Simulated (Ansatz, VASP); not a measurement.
# Ru (free-standing triangular Ru monolayer, spacing 2.603 A) in two plane-wave programs

Aim: how closely do two programs agree when they are given the same cell, functional and k mesh? The cell is taken from a series of runs on this material, whose earlier steps may have relaxed, scaled, displaced or heated it; both programs get it as it stands.

Main program and level: Ansatz 0.2.0; plane waves, with VASP 6.6.1 beside it; single point at PBE.

**1. Set-up**

The cell holds 1 atom: 1 Ru. Cell: a = 2.328 Å, b = 2.328 Å, c = 14.000 Å, α = 90.0°, β = 90.0°, γ = 120.0°. As first built, before any earlier steps moved the atoms (in the runner's words): model lattice. Vacuum lies along c.

Structure file:

```xyz
1
Lattice="2.3282 0.0000 0.0000 -1.1641 2.0163 0.0000 0.0000 0.0000 14.0000" Properties=species:S:1:pos:R:3
Ru    0.0000    0.0000    7.0000
```

**2. VASP: single point, PBE, pair 1**

With cell and atoms fixed, the geometry can't cause a difference; cores, projectors, grids and the points listed under the comparison can.

Lines of VASP's logs that name or quote its potential files are left out, and so is its time.

The input, INCAR:

```
SYSTEM = Ru
PREC = Accurate
ENCUT = 500
EDIFF = 1E-06
NELM = 120
ISMEAR = -1
SIGMA = 0.05
LREAL = .FALSE.
ALGO = Normal
GGA = PE
NBANDS = 13
LASPH = .TRUE.
LORBIT = 11
LWAVE = .FALSE.
LCHARG = .FALSE.
ISIF = 2
GGA_COMPAT = .FALSE.
```

The input, POSCAR:

```
Ru
1.0
    2.3281939800      0.0000000000      0.0000000000
   -1.1640969900      2.0162750200      0.0000000000
    0.0000000000      0.0000000000     14.0000000000
Ru
1
Direct
    0.0000000000      0.0000000000      0.5000000000
```

The input, KPOINTS:

```
Automatic mesh
0
Gamma
26 26 1
0 0 0
```

Potentials, in the order of the species: Ru_pv (PBE family, release 64).

Started as:

```
> mpirun -np 1 vasp_std
```

Numbers of over 12 decimals in the logs are rounded to 6 here.

Output:

```text
[banner, memory and clock lines left out]
running    1 mpi-ranks, on    1 nodes
 distrk:  each k-point on    1 cores,    1 groups
 distr:  one band on    1 cores,    1 groups

 POSCAR found type information on POSCAR Ru
 POSCAR found :  1 types and       1 ions
 LDA part: xc-table for (Slater+PW92), standard interpolation
 POSCAR, INCAR and KPOINTS ok, starting setup
 FFT: planning ... GRIDC
 FFT: planning ... GRID_SOFT
 FFT: planning ... GRID
 WAVECAR not read
 entering main loop
       N       E                     dE             d eps       ncg     rms          rms(c)
DAV:   1     0.762610899846E+02    0.76261E+02   -0.87010E+03  2393   0.881E+02
DAV:   2    -0.536897999119E+01   -0.81630E+02   -0.77435E+02  2070   0.232E+02
DAV:   3    -0.659084858325E+01   -0.12219E+01   -0.12051E+01  2095   0.303E+01
DAV:   4    -0.661343426370E+01   -0.22586E-01   -0.22577E-01  2742   0.353E+00
DAV:   5    -0.661363968844E+01   -0.20542E-03   -0.20530E-03  2094   0.279E-01    0.164E+01
DAV:   6    -0.635968765330E+01    0.25395E+00   -0.46133E-01  1990   0.741E+00    0.783E+00
DAV:   7    -0.631312783857E+01    0.46560E-01   -0.98445E-02  2020   0.223E+00    0.144E+00
DAV:   8    -0.630987126562E+01    0.32566E-02   -0.24433E-03  2001   0.381E-01    0.174E-01
DAV:   9    -0.630901284829E+01    0.85842E-03   -0.86774E-04  2065   0.205E-01    0.475E-02
DAV:  10    -0.630839476911E+01    0.61808E-03   -0.19195E-04  1980   0.105E-01    0.208E-02
DAV:  11    -0.630830419087E+01    0.90578E-04   -0.38019E-05  2033   0.311E-02    0.158E-02
DAV:  12    -0.630841410726E+01   -0.10992E-03   -0.56845E-05  1885   0.309E-02    0.610E-03
DAV:  13    -0.630847473535E+01   -0.60628E-04   -0.12202E-05  2025   0.101E-02    0.499E-03
DAV:  14    -0.630862444524E+01   -0.14971E-03   -0.73938E-06  1936   0.106E-02    0.174E-03
DAV:  15    -0.630869017613E+01   -0.65731E-04   -0.81678E-06  1863   0.690E-03    0.121E-03
DAV:  16    -0.630870193610E+01   -0.11760E-04   -0.56513E-07  1668   0.236E-03    0.306E-04
DAV:  17    -0.630870450865E+01   -0.25725E-05   -0.12133E-07  1388   0.952E-04    0.705E-05
DAV:  18    -0.630870467603E+01   -0.16738E-06   -0.93778E-09  1510   0.288E-04
   1 F= -.63087047E+01 E0= -.62999531E+01  d E =-.175032E-01
```

From OUTCAR (step 2):

```text
ion  position               nearest neighbor table
   1  0.000  0.000  0.500-

  LATTYP: Found a hexagonal cell.
 ALAT       =     2.3281939800
 C/A-ratio  =     6.0132446524

 Subroutine GETGRP returns: Found 24 space group operations
 (whereof 24 operations were pure point group operations)

The static configuration has the point symmetry D_6h.

 Found     70 irreducible k-points:

   k-points           NKPTS =     70   k-points in BZ     NKDIM =     70   number of bands    NBANDS=     13

   dimension x,y,z NGX =    18 NGY =   18 NGZ =  108
   dimension x,y,z NGXF=    36 NGYF=   36 NGZF=  216

   ENCUT  =  500.0 eV  36.75 Ry    6.06 a.u.   4.24  4.24 25.53*2*pi/ulx,y,z

   NELECT =      14.0000    total number of electrons

 k-points in reciprocal lattice and weights: Automatic mesh
   0.00000000  0.00000000  0.00000000       0.001
   0.03846154 -0.00000000  0.00000000       0.009
   0.07692308 -0.00000000  0.00000000       0.009
   0.11538462 -0.00000000  0.00000000       0.009
   0.15384615 -0.00000000  0.00000000       0.009
   0.19230769  0.00000000  0.00000000       0.009
   0.23076923 -0.00000000  0.00000000       0.009
   0.26923077 -0.00000000  0.00000000       0.009
   0.30769231 -0.00000000  0.00000000       0.009
[...]
0.30769231  0.30769231  0.00000000       0.009
   0.34615385  0.30769231  0.00000000       0.009

 average (electrostatic) potential at core
       1 -81.7484

 E-fermi :  -1.7174

 k-point     1 :       0.0000    0.0000    0.0000
  band No.  band energies     occupation
    ...
      3     -43.6883      2.00000
      4      -8.7536      2.00000
      5      -4.9303      2.00000
      6      -4.6770      2.00000
      7      -4.6770      2.00000
      8      -1.2299      0.00012
      9       0.1360      0.00000
     10       0.1360      0.00000
     11       3.3890      0.00000
     12       4.2383      0.00000
    ...

 k-point     2 :       0.0385   -0.0000    0.0000
  band No.  band energies     occupation
    ...
      3     -43.6983      2.00000
      4      -8.6553      2.00000
      5      -4.8903      2.00000
      6      -4.7482      2.00000
      7      -4.5987      2.00000
      8      -1.4646      0.01266
      9       0.1122      0.00000
     10       0.3116      0.00000
     11       3.4424      0.00000
     12       4.3189      0.00000
    ...

 k-point     3 :       0.0769   -0.0000    0.0000
  band No.  band energies     occupation
    ...
      4      -8.3746      2.00000
      5      -4.9424      2.00000
      6      -4.7672      2.00000
      7      -4.3652      2.00000
      8      -1.9873      1.99098
      9       0.0427      0.00000
     10       0.6769      0.00000
     11       3.6023      0.00000
     12       4.5498      0.00000
     13       5.2922      0.00000

  Total        9.0140245      9.0140235     -0.0112601     -0.0000000      0.0000000      0.0000000
  in kB      219.7517535    219.7517291     -0.2745092     -0.0000000      0.0000000      0.0000000
  external PRESSURE =     146.4096578 kB  Pullay stress =       0.0000000 kB

  energy-cutoff  :      500.00
  volume of cell :       65.72
      direct lattice vectors                 reciprocal lattice vectors
     2.328193980  0.000000000  0.000000000     0.429517475  0.247982044  0.000000000
    -1.164096990  2.016275020  0.000000000     0.000000000  0.495964087  0.000000000
     0.000000000  0.000000000 14.000000000     0.000000000  0.000000000  0.071428571

 POSITION                                       TOTAL-FORCE (eV/Angst)
 -----------------------------------------------------------------------------------
      0.00000      0.00000      7.00000         0.000000      0.000000      0.000000
 -----------------------------------------------------------------------------------
    total drift:                               -0.000000      0.000000      0.000000

  FREE ENERGIE OF THE ION-ELECTRON SYSTEM (eV)
  ---------------------------------------------------
  free  energy   TOTEN  =        -6.3087046760 eV

  energy  without entropy=       -6.2912014644  energy(sigma->0) =       -6.29995307

 total charge
# of ion       s       p       d       tot
------------------------------------------
    1        0.514   6.306   6.253  13.073

[... 3 further parts left out ...]
```

**3. Ansatz: single point, PBE, pair 1**

Ansatz runs on its PAW soft_1 files.

The same cell, functional, mesh and smearing now go to Ansatz.

The input, input.yaml:

```yaml
crystal:
  lattice:
    - [2.32819398, 0.0, 0.0]
    - [-1.16409699, 2.01627502, 0.0]
    - [0.0, 0.0, 14.0]
  atoms:
    - { symbol: Ru, position: [0.0, 0.0, 0.5] }
kpoints:
  mp_grid: { grid: [26, 26, 1] }
hamiltonian:
  xc: pbe
  pseudopotentials: { kind: paw, azcp: { folder: soft_1 } }
scf:
  occupations: { method: fermi_dirac, width: 0.05 }
  max_iter: 120
  convergence: { dr2_threshold: 1.0e-08 }
basis:
  ecutwfc: 420.0
output:
  stress: true
```

Started as:

```
> ansatz run input.yaml --threads 1 --pin off --max-ram 2560MiB --backend cpu --events-out ev --progress --plain --runs-dir out
```

Output:

```text
Warning: crystal.lattice misses the space group found at crystal.symmetry.tolerance 1.0e-5 in a digit that the deck types, which is why this is a warning: making the lattice exact moves one of its numbers by a whole unit of that number's last typed decimal, or more. The operation that it misses by the most changes a squared length by the fraction 9.59e-8. The run uses the lattice that is a stretch of the typed one, w [...]
Warning: output.stress: scf.convergence.dr2_threshold = 1e-8 eV is looser than the 1e-10 eV advised for a printed stress (1e-10 eV for each atom of the cell: 1). What an SCF threshold leaves in a stress goes as its square root, and in the free energy as the threshold itself, and one threshold admits the most on a small cell: [figures from the program's tests cut] Set scf.convergence.dr2_threshold to 1e-10 eV or tighter. The threshold is an SCF's pass mark: one that does not reach it within its budget of iterations ends unconverged, or closes short of it on a stop that the run arms, and scf.convergence.dr2_threshold's page says what that costs each kind of run
Engine: ansatz 0.2.0, aarch64-unknown-linux-gnu
Pseudopotentials: kind: paw
Pseudopotential: Ru, paw, valence charge 16, recommended cutoff 420 eV (normal), soft_1/Ru.paw.azcp
Functional definition: PBE
  parameter kappa = 0.804
  parameter beta = 0.066725
  exchange = pbe_x(kappa = kappa, mu = beta*pi^2/3)
  correlation = pbe_c(beta = beta)
Crystal: 1 atoms, lattice volume = 65.720 Å³
Basis set: ecut = 420 eV, 1259 PW (Γ)
Bands: 12, of which v1, the nominal top of the filled ones, is band 8 counted from 1 (7 counted from 0)
Symmetry: 24 space group operations
Space group: P6/mmm (ITA 191), of the structure as read, at distance tolerance 4.0e-5 Å
k-points: 70 of 676
Non-local potential: Ru, projectors of the file, l = 0: 3, l = 1: 2, l = 2: 2, l = 3: 1
PAW form: soft (Blöchl's): semilocal exchange-correlation on the pseudo side does not see the compensation charge
PAW one-centre angular grid: Ru, 590 points (default); XC on 64 Gauss nodes
Initial density: superposition of atomic densities (neutral atoms: chi_scale 0, normalization atom)
Initial wavefunctions: pseudopotential atomic-orbital guess
Functional: x = pbe(κ = 0.804, μ = 0.219515), c = pbe(β = 0.066725)
SCF iter   1: F=—  HF=-5876.052314 eV  |F-HF|=—  |Δ(HF+E_count)|=         —  Δρ=3.94e-2  dr2=7.88e-1  ethr=3.10e-3  ⟨swp⟩=7.9  Hψ=6034  notcnv=0
preconditioner: auto → LDOS  [metal: Δε(μ)=0.007 eV  Ē_g=9.036 eV  σ=0.050 eV  W_gap=0.03  n_scr=8 (ndim 8)  ℏωp=13.0 eV  f_vac=0.677  D(μ)=2.39/eV (n_scr^D=10)  β→1.0]
SCF iter   2: F=—  HF=-5875.797584 eV  |F-HF|=—  |Δ(HF+E_count)|=   2.55e-1  Δρ=1.80e-2  dr2=1.08e-1  ethr=3.10e-3  ⟨swp⟩=3.4  Hψ=2529  notcnv=0
SCF iter   3: F=—  HF=-5875.811725 eV  |F-HF|=—  |Δ(HF+E_count)|=   1.41e-2  Δρ=3.76e-3  dr2=6.85e-3  ethr=6.72e-4  ⟨swp⟩=3.1  Hψ=1884  notcnv=0
SCF iter   4: F=—  HF=-5875.811273 eV  |F-HF|=—  |Δ(HF+E_count)|=   4.52e-4  Δρ=1.29e-3  dr2=8.90e-4  ethr=4.28e-5  ⟨swp⟩=3.7  Hψ=1956  notcnv=0
SCF iter   5: F=—  HF=-5875.811075 eV  |F-HF|=—  |Δ(HF+E_count)|=   1.99e-4  Δρ=2.02e-4  dr2=1.24e-5  ethr=5.56e-6  ⟨swp⟩=2.5  Hψ=1427  notcnv=0
SCF iter   6: F=—  HF=-5875.811105 eV  |F-HF|=—  |Δ(HF+E_count)|=   3.01e-5  Δρ=3.25e-5  dr2=4.85e-7  ethr=7.73e-8  ⟨swp⟩=2.4  Hψ=1549  notcnv=0
SCF iter   7: F=—  HF=-5875.811106 eV  |F-HF|=—  |Δ(HF+E_count)|=   1.24e-6  Δρ=6.53e-6  dr2=2.79e-8  ethr=3.03e-9  ⟨swp⟩=2.8  Hψ=1569  notcnv=0
SCF iter   8: F=-5875.811106 eV  HF=-5875.811106 eV  |F-HF|=6.55e-10  |Δ(HF+E_count)|=   6.35e-8  Δρ=8.77e-7  dr2=8.59e-10  ethr=6.25e-11  ⟨swp⟩=6.1  Hψ=3307  notcnv=0
SCF 1 converged in 8 iterations: F = -5875.811106 eV  dr2 = 8.59e-10
  greatest PAW one-centre occupation: 1.000 electrons in one spin orbital (limit 2), on the Ru atom at site 0 (counted from 0), in its partial waves of l = 0
SCF converged after 8 iterations
Free energy (F): -5875.811106 eV
Harris-Foulkes:  -5875.811106 eV  (|F-HF|=6.55e-10)
Internal energy: -5875.793636 eV  (E = F + TS)
E sigma→0 (E₀):  -5875.802371 eV
Entropy (-TS):   -0.017470 eV (-17.470 meV/atom)
Fermi energy:    0.448691 eV
--- Per-component energies (eV) ---
  E_band       = -423.932071
  E_kinetic    = 465.834207
  E_local      = -10210.016279  (includes V_loc(G=0)·N_el)
  E_nonlocal   = 418.380246
  E_hartree    = 4703.002772
  E_xc         = -170.080741
  E_vxc        = -215.034814  (∫ρ·V_xc dr)
  E_paw        = -3503.666715  (= ΣΔE_a)
  E_vpaw       = -289.098688  (= ΣTr[D̂ρ^β])
  E_aug_tail   = 0.000649  (compensation charges beyond the density's cutoff)
  E_ewald      = 2420.752224
  E_smearing   = -0.017470  (= −TS)
  E_closure    = -0.000000  (closes the sum)
  Σ components = -5875.811106   (vs F -5875.811106, Δ=0.00e0)
--- Stress (GPa, compression-positive) ---
       21.778368       0.000000      -0.000000
        0.000000      21.778368       0.000000
       -0.000000       0.000000      -0.002211
  P = ⅓ Tr σ = 14.5182 GPa (145.182 kbar)
```

In the SCF lines HF is the Harris–Foulkes energy and dr2 the Hartree energy of the density residual, in eV; the loop may stop once dr2 is under the threshold and the program's other checks hold. Hψ counts applications of the Hamiltonian.

**4. Side by side**

Known differences besides the potentials themselves: the data sets hold 16 valence electrons in Ansatz (on its PAW soft_1 files) and 14 in VASP; the cutoff is 420 eV in Ansatz and 500 eV in VASP. Total energies have different zeros and are not compared.

The two programs side by side:

```
      quantity  Ansatz   VASP  difference
pressure (GPa)   14.52  14.64       -0.12
```

With vacuum in the cell, a pressure given here is an average over mostly empty space and none of the material.

**5. Ansatz: single point, PBE, pair 2**

With cell and atoms fixed, the geometry can't cause a difference; cores, projectors, grids and the points listed under the comparison can.

The cell is taken from a series of runs on this material, whose earlier steps may have relaxed, scaled, displaced or heated it; both programs get it as it stands.

Changes to input.yaml since step 3:

```diff
@@ -2,4 +2,4 @@
   lattice:
-    - [2.32819398, 0.0, 0.0]
-    - [-1.16409699, 2.01627502, 0.0]
+    - [2.42791677, 0.0, 0.0]
+    - [-1.21395838, 2.10263748, 0.0]
     - [0.0, 0.0, 14.0]
```

Output:

```text
[...]
Crystal: 1 atoms, lattice volume = 71.470 Å³
Basis set: ecut = 420 eV, 1361 PW (Γ)
Bands: 12, of which v1, the nominal top of the filled ones, is band 8 counted from 1 (7 counted from 0)
Symmetry: 24 space group operations
[...]
k-points: 70 of 676
[...]
SCF iter   1: F=—  HF=-5876.643658 eV  |F-HF|=—  |Δ(HF+E_count)|=         —  Δρ=4.22e-2  dr2=1.09e0  ethr=3.10e-3  ⟨swp⟩=7.1  Hψ=5683  notcnv=0
[...]
SCF iter   8: F=-5876.330888 eV  HF=-5876.330888 eV  |F-HF|=4.58e-9  |Δ(HF+E_count)|=   6.84e-8  Δρ=1.15e-6  dr2=1.58e-9  ethr=6.25e-11  ⟨swp⟩=6.1  Hψ=3400  notcnv=0
SCF 1 converged in 8 iterations: F = -5876.330888 eV  dr2 = 1.58e-9
[...]
SCF converged after 8 iterations
Free energy (F): -5876.330888 eV
[...]
Internal energy: -5876.307904 eV  (E = F + TS)
E sigma→0 (E₀):  -5876.319396 eV
Entropy (-TS):   -0.022984 eV (-22.984 meV/atom)
Fermi energy:    -0.062490 eV
[...]
--- Stress (GPa, compression-positive) ---
        8.326772      -0.000000       0.000000
       -0.000000       8.326772      -0.000000
        0.000000      -0.000000      -0.002024
  P = ⅓ Tr σ = 5.5505 GPa (55.505 kbar)
```

**6. VASP: single point, PBE, pair 2**

The same cell, functional, mesh and smearing now go to VASP, with its own data sets.

INCAR is that of step 2.

The input, POSCAR:

```
Ru
1.0
    2.4279167700      0.0000000000      0.0000000000
   -1.2139583800      2.1026374800      0.0000000000
    0.0000000000      0.0000000000     14.0000000000
Ru
1
Direct
    0.0000000000      0.0000000000      0.5000000000
```

KPOINTS is that of step 2.

Started as:

```
> mpirun -np 1 vasp_std
```

Output:

```text
[... set-up lines as in an earlier step ...]
 entering main loop
       N       E                     dE             d eps       ncg     rms          rms(c)
DAV:   1     0.726953412263E+02    0.72695E+02   -0.84663E+03  2388   0.866E+02
DAV:   2    -0.596978733338E+01   -0.78665E+02   -0.74189E+02  2060   0.226E+02
DAV:   3    -0.717272337443E+01   -0.12029E+01   -0.11780E+01  2098   0.294E+01
DAV:   4    -0.719280050187E+01   -0.20077E-01   -0.20068E-01  2633   0.334E+00
[...]
DAV:  16    -0.683362242327E+01   -0.93671E-05   -0.31172E-07  1586   0.188E-03    0.370E-04
DAV:  17    -0.683362580315E+01   -0.33799E-05   -0.15450E-07  1383   0.116E-03    0.110E-04
DAV:  18    -0.683362607887E+01   -0.27572E-06   -0.16714E-08  1483   0.353E-04
   1 F= -.68336261E+01 E0= -.68221263E+01  d E =-.229995E-01
```

(Continued in part 2 of 2.)

[Lines on the potential files, build, host, timing and source positions are cut from VASP's logs without a mark.]

[Logs are printed without paths, hosts, clocks, repeated set-up lines and the standing remarks that a program may print on its own settings, such as how far it seeks lower states.]

[Hosts, paths, dates, database ids (printed as entryN), source tags and the programs' standing remarks are cut or masked in the printed files.]
